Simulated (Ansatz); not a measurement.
# AlN: equation of state with PBE

Crystal: AlN.

```
Al N
1.0
     0.00000    2.18399    2.18399
     2.18399    0.00000    2.18399
     2.18399    2.18399    0.00000
Al N
1 1
Direct
  0.00000 0.00000 0.00000
  0.25000 0.25000 0.25000
```

Measurements of this composition are mostly on another form, of space group No. 186.

- Program: Ansatz 0.2.0
- Task: equation of state
- Functional: PBE
- Potentials or basis: Ansatz PAW
- Cutoff: 420 eV
- Density cutoff: 1680 eV
- k mesh: 10 × 10 × 10
- Occupations: fermi-dirac, width 0.05 eV
- Spin: no spin polarisation

| Property | Result |
| --- | --- |
| Equilibrium volume | 10.67 Å³/atom |
| Bulk modulus | 193 GPa |
| Pressure derivative of the bulk modulus | 3.8 |

Energy against volume, from the lowest point:
| volume (Å³/atom) | energy (meV/atom) |
| --- | --- |
| 9.792 | 49.93 |
| 10.001 | 28.07 |
| 10.209 | 12.81 |
| 10.417 | 3.67 |
| 10.626 | 0.00 |
| 10.834 | 1.33 |
| 11.042 | 7.25 |

All runs of the series together: 4 s on 2 threads of Arm Neoverse V2, on a shared host.
